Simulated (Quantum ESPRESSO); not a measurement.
# CaSe (Fm-3m): the LO frequency by hand

Aim: work out the LO frequency and the static dielectric constant of CaSe (Fm-3m) from one linear-response run, then check them.

Method: DFT LDA, scalar-relativistic, plane waves, GBRV ultrasoft pseudopotentials, in Quantum ESPRESSO 7.5.

The database entry behind the starting cell differs from later determinations by our own check (0.1 to 0.3 % short, probably kX units), so it need not match the best structure at ambient conditions.

### 1. The relaxed structure

Symmetry: Fm-3m, No. 225, cubic system. The conventional cell has a = 5.791 Å, b = 5.791 Å, c = 5.791 Å, α = 90.00°, β = 90.00°, γ = 90.00°. Nearest to Ca lie 6 Se at 2.90 Å. Nearest to Se lie 6 Ca at 2.90 Å. Farther neighbours and most contacts between anions are not listed.

As a file:

```
CELL_PARAMETERS angstrom
0.00000 2.89565 2.89565
2.89565 0.00000 2.89565
2.89565 2.89565 0.00000
ATOMIC_POSITIONS crystal
Ca 0.00000 0.00000 0.00000
Se 0.50000 0.50000 0.50000
```

This is the cell after its relaxation at this level of theory, not the database cell from which that began.

### 2. What the response run gave

A linear-response run on the relaxed cell, with the response to an electric field; only its zone-centre results are used. Cutoff 40 Ry, k mesh 8×8×8.

Output:

```text
[banners, grids, parts of the stress and lines that vanish by symmetry left out]
Program PHONON v.7.5
     Reading xml data from directory:

[...]
Exchange-correlation= PZ
                           (   1   1   0   0   0   0   0)
[...]
kinetic-energy cut-off    =      40.0000  Ry
     charge density cut-off    =     240.0000  Ry
     convergence threshold     =      1.0E-18
[...]
Exchange-correlation= PZ
                           (   1   1   0   0   0   0   0)
[...]
q = (   0.0000000   0.0000000   0.0000000 )
     49 Sym.Ops. (with q -> -q+G )
     G cutoff =  364.0578  (  20539 G-vectors)     FFT grid: ( 40, 40, 40)
     G cutoff =  242.7052  (  11191 G-vectors)  smooth grid: ( 32, 32, 32)
     number of k points=    29
[...]
Mode symmetry, O_h (m-3m)  point group:
[...]
Dielectric constant
[...]
End of electric fields calculation
          Dielectric constant in cartesian axis
          (       6.080290250      -0.000000000      -0.000000000 )
          (       0.000000000       6.080290250      -0.000000000 )
          (      -0.000000000      -0.000000000       6.080290250 )
          Effective charges (d Force / dE) in cartesian axis without acoustic sum rule applied (asr)
           atom    1  Ca    Mean Z*:        2.35372
      Ex  (        2.35372       -0.00000        0.00000 )
      Ey  (       -0.00000        2.35372       -0.00000 )
      Ez  (        0.00000        0.00000        2.35372 )
           atom    2  Se    Mean Z*:       -2.36168
      Ex  (       -2.36168        0.00000        0.00000 )
      Ey  (        0.00000       -2.36168       -0.00000 )
      Ez  (        0.00000       -0.00000       -2.36168 )
          Effective charges Sum: Mean:       -0.00796
[...]
Effective charges (d Force / dE) in cartesian axis with asr applied:
           atom    1  Ca    Mean Z*:        2.35770
[...]
atom    2  Se    Mean Z*:       -2.35770
[...]
Representation #   1 modes #   1   2   3
[...]
End of self-consistent calculation
     Convergence has been achieved
     Representation #   2 modes #   4   5   6
[...]
End of self-consistent calculation
     Convergence has been achieved
[...]
Dielectric constant in cartesian axis
          (       6.080290250      -0.000000000      -0.000000000 )
          (       0.000000000       6.080290250      -0.000000000 )
          (      -0.000000000      -0.000000000       6.080290250 )
          Effective charges (d Force / dE) in cartesian axis without acoustic sum rule applied (asr)
           atom    1  Ca    Mean Z*:        2.35372
      Ex  (        2.35372       -0.00000        0.00000 )
      Ey  (       -0.00000        2.35372       -0.00000 )
      Ez  (        0.00000        0.00000        2.35372 )
           atom    2  Se    Mean Z*:       -2.36168
      Ex  (       -2.36168        0.00000        0.00000 )
      Ey  (        0.00000       -2.36168       -0.00000 )
      Ez  (        0.00000       -0.00000       -2.36168 )
          Effective charges Sum: Mean:       -0.00796
[...]
Effective charges (d Force / dE) in cartesian axis with asr applied:
           atom    1  Ca    Mean Z*:        2.35770
[...]
atom    2  Se    Mean Z*:       -2.35770
[...]
q = (    0.000000000   0.000000000   0.000000000 )
[...]
freq (    1) =      -0.248562 [THz] =      -8.291134 [cm-1]
     freq (    2) =      -0.248562 [THz] =      -8.291134 [cm-1]
     freq (    3) =      -0.248562 [THz] =      -8.291134 [cm-1]
     freq (    4) =       5.745479 [THz] =     191.648564 [cm-1]
     freq (    5) =       5.745479 [THz] =     191.648564 [cm-1]
     freq (    6) =       5.745479 [THz] =     191.648564 [cm-1]
[...]
Mode symmetry, O_h (m-3m)  point group:
     freq (   1-   3) =         -8.3  [cm-1]   --> T_1u G_15  G_4- I
     freq (   4-   6) =        191.6  [cm-1]   --> T_1u G_15  G_4- I

   JOB DONE.
```

| quantity | value |
| --- | --- |
| cell volume Ω (Å³) | 48.559 |
| mass of Ca (u) | 40.078 |
| mass of Se (u) | 78.971 |
| Born charge of Ca, raw (e) | 2.354 |
| Born charge of Se, raw (e) | -2.362 |
| ε∞ | 6.080 |
| ω(TO) after the sum rule (cm⁻¹) | 191.9 |

### 3. The calculation

The charges must sum to zero over the cell; taking off their mean, -0.004 e, leaves Z* = 2.358 e on Ca. In the polar mode Ca moves against Se, so the reduced mass is μ = 40.08 × 78.97 / 119.05 = 26.586 u.

A longitudinal wave builds up a field that adds to the restoring force: ω(LO)² = ω(TO)² + 4π Z*² / (μ Ω ε∞), in Hartree atomic units. With μ = 48463 electron masses and Ω = 327.69 bohr³ the second term is 7.2342e-07 Ha², or 34847 cm⁻² (1 Ha = 219474.6 cm⁻¹).

So ω(LO) = √(36818 + 34847) = 267.7 cm⁻¹, and by the Lyddane-Sachs-Teller relation ε₀ = ε∞ (ω(LO)/ω(TO))² = 11.84.

### 4. Check against the program

The analysis program adds the same non-analytic term to the full matrix, here for q along (1 0 0).

Output:

```text
[banner, memory and clock lines left out]
Program DYNMAT v.7.5

     Reading Dynamical Matrix from file g.dyn
     ...Force constants read
     ...epsilon and Z* read

     Polarizability (A^3 units)
     multiply by 0.371274 for Clausius-Mossotti correction
        19.631127    0.000000   -0.000000
        -0.000000   19.631127   -0.000000
        -0.000000   -0.000000   19.631127

     IR activities are in (D/A)^2/amu units

# mode   [cm-1]    [THz]      IR
    1     -0.00   -0.0000    0.0000
    2     -0.00   -0.0000    0.0000
    3      0.00    0.0000    0.0000
    4    191.88    5.7524    4.8239
    5    191.88    5.7524    4.8239
    6    267.70    8.0255    4.8239
```

ε₀ comes from the program's run without a direction of q.

| quantity | by hand | program |
| --- | --- | --- |
| ω(LO) (cm⁻¹) | 267.7 | 267.7 |
| ε₀ | 11.84 | 11.84 |

### 5. Outcome

```
TO mode                    : 191.9 cm⁻¹
LO mode                    : 267.7 cm⁻¹
static dielectric constant : 11.84
```

The LO mode of CaSe (Fm-3m) lies at 268 cm⁻¹, 76 cm⁻¹ above the TO mode; the formula meets the program within 0.1 cm⁻¹, as it must for a cubic crystal with one polar mode. ω(LO)² − ω(TO)² goes with Z*²/ε∞: an error of 5 % in ε∞ would move the LO mode by 3.1 cm⁻¹, and semilocal functionals tend to overestimate ε∞. These are harmonic values at zero temperature, at the volume of this functional, for the structure held cubic; stability elsewhere in the zone is no part of this calculation.

[Host names and launcher messages were left out of these logs when they were recorded.]

[Logs are printed without paths, hosts, clocks, repeated set-up lines and the standing remarks that a program may print on its own settings, such as how far it seeks lower states.]

[Hosts, paths, dates, database ids (printed as entryN), source tags and the programs' standing remarks are cut or masked in the printed files.]
